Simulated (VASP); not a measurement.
Fe:

```
Fe
1.0
    -1.44300    1.44300    1.44300
     1.44300   -1.44300    1.44300
     1.44300    1.44300   -1.44300
Fe
1
Direct
  0.00000 0.00000 0.00000
```

```yaml
Program: VASP 6.6.1
Task: relaxation of cell and atoms
Functional: PBE
Dispersion: D3(BJ)
Potentials_or_basis: VASP PAW PBE potentials, release 64 (Fe)
Cutoff: 600 eV
k_mesh: 12 × 12 × 12
Occupations: fermi-dirac, width 0.05 eV
Spin: collinear spin, ferromagnetic start
Starting_moments: "[3.0] μB"
```

At the start: pressure -13.5 GPa; volume 12.02 Å³/atom.

How do energy, volume and symmetry change on relaxing?

Over 7 steps the energy falls by 45.0 meV/atom and the volume is 11.01 Å³/atom (-8.4 %); space group Im-3m (No. 229, to 0.05 Å); moment 2.11 μB per cell.

Step by step:
```
step  energy change (eV)  largest force (eV/Å)  pressure (GPa)  volume (Å³)
   1              0.0000                0.0000          -13.47        12.02
   2             -0.0157                0.0000           14.97        10.35
   3             -0.0450                0.0000           -0.51        11.04
   4             -0.0450                0.0000           -0.08        11.01
   5             -0.0450                0.0000            0.28        10.99
   6             -0.0450                0.0000           -0.21        11.02
   7             -0.0450                0.0000            0.01        11.01
```

Final structure:
```yaml
crystal:
  lattice:
    - [-1.40127, 1.40127, 1.40127]
    - [1.40127, -1.40127, 1.40127]
    - [1.40127, 1.40127, -1.40127]
  atoms:
    - { symbol: Fe, position: [0.00000, 0.00000, 0.00000] }
```

Caveat: pairwise dispersion overbinds metals, which lowers pressure and volume.
